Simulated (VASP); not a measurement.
Wanted: the native input for a VASP 6.6.1 run.

```
Task                   : single point
Functional             : PBE
Potentials or basis    : VASP PAW PBE potentials, release 64 (Hg, Se)
Cutoff                 : 520 eV
k mesh                 : 8 × 8 × 8
Occupations            : fermi-dirac, width 0.05 eV
Spin                   : no spin polarisation
Dipole correction      : no
Further INCAR settings : ALGO = Normal; EDIFF = 1e-06; NBANDS = 16
```

The structure of HgSe lies in POSCAR:

```
HgSe
1.0
    0.0000000000      3.0591264144      3.0591264144
    3.0591264144      0.0000000000      3.0591264144
    3.0591264144      3.0591264144      0.0000000000
Hg Se
1 1
Direct
    0.0000000000      0.0000000000      0.0000000000
    0.7500000000      0.7500000000      0.7500000000
```

The cell isn't the ideal one: volume scaled by 1.02.

One way to write it, as run:

INCAR

```
SYSTEM = HgSe
ALGO = Normal
EDIFF = 1E-6
ENCUT = 520
GGA = PE
ISIF = 2
ISMEAR = -1
LASPH = .TRUE.
LCHARG = .FALSE.
LREAL = .FALSE.
LWAVE = .FALSE.
NBANDS = 16
NELM = 100
PREC = Accurate
SIGMA = 0.05
```

KPOINTS

```
k-points
0
G
  8 8 8
  0 0 0
```

Potentials or basis: VASP PAW PBE potentials, release 64 (Hg, Se).

The run is started by

```sh
$ cat potpaw_PBE.64/Hg/POTCAR potpaw_PBE.64/Se/POTCAR > POTCAR
$ mpirun -np 1 vasp_std > vasp.out
```

It gave:

```yaml
Pressure: 3.8 GPa
Band_gap_on_the_k_mesh: none (metal or under the smearing width)
```

Run time: 9.9 s on 1 thread of Intel(R) Xeon(R) Platinum 8559C (Emerald Rapids), on a shared host, peak memory 0.18 GiB.
